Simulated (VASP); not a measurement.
AlN: equation of state with PBE

The system is AlN.

```
Al N
1.0
     0.00000    2.18399    2.18399
     2.18399    0.00000    2.18399
     2.18399    2.18399    0.00000
Al N
1 1
Direct
  0.00000 0.00000 0.00000
  0.25000 0.25000 0.25000
```

Measurements of this composition are mostly on another form, of space group No. 186.

```
Program             : VASP 6.6.1
Task                : equation of state
Functional          : PBE
Potentials or basis : VASP PAW PBE potentials, release 64 (Al, N)
Cutoff              : 520 eV
k mesh              : 10 × 10 × 10
Occupations         : fermi-dirac, width 0.05 eV
Spin                : no spin polarisation
```

```yaml
Equilibrium_volume: 10.66 Å³/atom
Bulk_modulus: 194 GPa
Pressure_derivative_of_the_bulk_modulus: 3.9
```

Energy against volume, from the lowest point:
```csv
volume (Å³/atom),energy (meV/atom)
9.792,49.11
10.001,27.39
10.209,12.36
10.417,3.43
10.626,0.00
10.834,1.60
11.042,7.72
```

All runs of the series together: 110 s on 1 thread of AMD EPYC 7R43 64-Core Processor (Zen 3), on a shared host.
